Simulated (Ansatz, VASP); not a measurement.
## One calculation of W, two programs

```
W
1.0
     2.72294    0.00000    0.00000
     0.00000    2.72294    0.00000
     0.00000    0.00000    2.72294
W
1
Cartesian
  0.0000 0.0000 0.0000
```

Alike in both runs: task single point; functional r2SCAN; k mesh 13 × 13 × 13; occupations fermi-dirac, width 0.1 eV; no spin polarisation.

|  | VASP | Ansatz |
| --- | --- | --- |
| version | VASP 6.6.1 | Ansatz 0.2.0 |
| potentials or method | VASP PAW PBE potentials, release 64 (W_sv) | plane waves (500 eV) with PAW, scalar-relativistic |
| plane-wave cutoff (eV) | 520 | 500 |
| valence electrons in the cell | 14 | 14 |

|  | VASP | Ansatz | Ansatz less VASP |
| --- | --- | --- | --- |
| pressure (GPa) | -19.6 | -20.2 | -0.63 |

With one functional, cell and mesh, what is left measures potentials, basis and numerics.

Caveats: so large a pressure means that the cell lies far from this level's equilibrium, or that cutoff or potentials fall short (VASP); the potentials were made for another functional, which shifts forces and pressure (VASP). The runs have no spin-orbit coupling, so splittings on W are missing.
